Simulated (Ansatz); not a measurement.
Wanted: the native input for an Ansatz 0.2.0 run.

```yaml
Task: relaxation of cell and atoms
Functional: PBE
Potentials_or_basis: all-electron LAPW, scalar-relativistic
Basis_error_allowed: 0.001 eV/atom
k_mesh: 12 × 12 × 12
Occupations: fermi-dirac, width 0.05 eV
Spin: no spin polarisation
```

The system is Mo.

```xyz
1
Lattice="-1.5838 1.5838 1.5838 1.5838 -1.5838 1.5838 1.5838 1.5838 -1.5838" Properties=species:S:1:pos:R:3 pbc="T T T"
Mo    0.0000    0.0000    0.0000
```

The input as run:

input.yaml

```yaml
crystal:
  lattice:
    - [-1.5838089719, 1.5838089719, 1.5838089719]
    - [1.5838089719, -1.5838089719, 1.5838089719]
    - [1.5838089719, 1.5838089719, -1.5838089719]
  atoms:
    - { symbol: Mo, position: [0.0, 0.0, 0.0] }
kpoints:
  mp_grid: { grid: [12, 12, 12] }
scf:
  occupations: { method: fermi_dirac, width: 0.05 }
hamiltonian:
  xc: pbe
  pseudopotentials: { kind: all_electron, lapw: { basis_error: 0.001 } }
output:
  forces: true
  stress: true
relax:
  f_tol: 0.02
  max_steps: 60
  cell: {}
```

Potentials or basis: all-electron LAPW, scalar-relativistic.

The run is started by

```sh
$ ansatz run input.yaml --threads 1 --pin off --max-ram 3072MiB --backend cpu --events-out ev --progress --plain --runs-dir out
```

It gave:

```yaml
Relaxed_volume: 15.78 Å³/atom
Relaxed_cell: a = 2.737 Å, b = 2.737 Å, c = 2.737 Å, α = 109.47°, β = 109.47°, γ = 109.47°
Space_group_after_relaxing_to_0.05_Å: Im-3m (No. 229)
Energy_gained_by_relaxing: 0.7 meV/atom
Ionic_steps: 3
Pressure_after_relaxing: 0.0 GPa
```

Run time: 12 s on 1 thread of Arm Neoverse V2, on a shared host, peak memory 0.27 GiB.
